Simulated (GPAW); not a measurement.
Runs of GPAW 26.7.0 on GaP. Symmetry: F-43m, No. 216, cubic system. The conventional cell has a = 5.451 Å, b = 5.451 Å, c = 5.451 Å, α = 90.00°, β = 90.00°, γ = 90.00°. Ga (site symmetry -43m) is surrounded by 4 P at 2.36 Å. Around P (site symmetry -43m) lie 4 Ga at 2.36 Å. 

```tsv
task	level	potentials or basis	cell	k mesh	cutoff (eV)	smearing	maxiter	convergence	optimizer	fmax	max steps	mesh quality	gap on the mesh (eV)	pressure (GPa)	relaxed volume (Å³/atom)
single point	LDA	the program's PAW data sets (release 1.2.1) made for this functional, pw	as given	7 × 7 × 7	450	fermi-dirac 0.05 eV	120	default	-	-	-	not flagged	(b)	(a)	-
relaxation of cell and atoms	PBEsol+D4	PAW data sets generated in the run's folder for this functional, pw	relaxed	8 × 8 × 8	600	fermi-dirac 0.05 eV	150	density=1e-05 forces=0.0001	BFGS	0.02 eV/Å	60	not flagged	1.53	-0.1	20.23
relaxation of cell and atoms	PBEsol+D3	PAW data sets generated in the run's folder for this functional, pw	relaxed	8 × 8 × 8	600	fermi-dirac 0.05 eV	150	density=1e-05 forces=0.0001	BFGS	0.02 eV/Å	60	not flagged	1.53	0.2	-
relaxation of the atoms	PBE	GPAW PAW data sets (gpaw-data 1.2.1), pw	atoms relaxed from: strain = 0.04	8 × 8 × 8	600	fermi-dirac 0.05 eV	150	density=1e-05 forces=0.0001	BFGS	0.02 eV/Å	60	not flagged	(c)	-	-
relaxation of cell and atoms	PBEsol+D3(BJ)+ATM	PAW data sets generated in the run's folder for this functional, pw	relaxed	8 × 8 × 8	600	fermi-dirac 0.05 eV	150	density=1e-05 forces=0.0001	BFGS	0.02 eV/Å	60	not flagged	1.52	0.0	20.15
relaxation of cell and atoms	PBEsol	PAW data sets generated in the run's folder for this functional, pw	relaxed	8 × 8 × 8	600	fermi-dirac 0.05 eV	150	density=1e-05 forces=0.0001	BFGS	0.02 eV/Å	60	not flagged	1.56	0.0	20.58
```

Alike in all rows: no spin polarisation.

Fill in the values left out.

(a) -0.7; (b) 1.46; (c) 1.48.

Caveats: the data sets keep Ga 3d, Li 1s and Be 1s frozen, and some such compounds lay over 1.5 % in volume off other programs; later steps reuse the first step's grids (some runs); the relaxation stopped at its first step, so nothing moved (some runs); the cutoff is short for stress and forces, so pressures can be off by a GPa or more (some runs); an odd mesh through Γ misses points on the zone boundary, where band edges often lie (some runs); the density grid can change from cell to cell, which puts small steps into energies and stress (some runs).

A k mesh can miss the band edges, and the runs leave out spin-orbit coupling on Ga.
